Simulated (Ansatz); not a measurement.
A (111) slab of Pt (Fm-3m (No. 225)), 5 planes, outer planes Pt (top) and Pt (bottom), with 5 atoms (Pt5) in a surface cell of A = 6.825 Å², as cut from the bulk:

```yaml
crystal:
  lattice:
    - [2.80729, 0.00000, 0.00000]
    - [-1.40365, 2.43119, 0.00000]
    - [0.00000, 0.00000, 24.16858]
  atoms:
    - { symbol: Pt, position: [0.66667, 0.33333, 0.31032] }
    - { symbol: Pt, position: [0.33333, 0.66667, 0.40516] }
    - { symbol: Pt, position: [0.00000, 0.00000, 0.50000] }
    - { symbol: Pt, position: [0.66667, 0.33333, 0.59484] }
    - { symbol: Pt, position: [0.33333, 0.66667, 0.68968] }
```

Level of theory: Ansatz 0.2.0, DFT PBE, scalar-relativistic, plane waves, PAW. Settings: cutoff 420 eV, Γ-centred mesh 12×12×1 on the computed 5-atom cell, Gaussian smearing of 0.10 eV; no spin polarisation. The cell repeats along c with a dipole correction in the vacuum.

Against the same 5 atoms in the bulk, the slab as cut lies 1.279 eV higher and the relaxed slab 1.272 eV higher.

(1) Work out the surface energy before and after relaxation.

(2) A cut through this plane breaks about 3 nearest-neighbour bonds a surface cell. What does each broken bond cost, before relaxation?

(3) What is the ideal work of this cut, per area?

Results:

(1) The slab has two faces, so γ = (E_slab − N·E_bulk)/(2A), the mean of both. As cut: 1.279/(2 × 6.825) = 0.0937 eV/Å², and 1 eV/Å² = 16.02 J/m², so γ = 1.50 J/m². Relaxed: 1.272/(2 × 6.825) = 0.0932 eV/Å² = 1.49 J/m². Relaxation recovers 0.5 % of the cost of cutting.

(2) One cut makes two faces and costs 2γA = 1.279 eV, shared by 3 bonds: 0.43 eV a bond. In a metal this is less than the cohesive energy a bond, since the bonds that remain at the surface strengthen.

(3) Griffith's ideal work is 2γ: 3.00 J/m² if the new faces stay rigid, 2.99 J/m² if they relax. One thickness was run, 5 planes, so γ can still shift with it.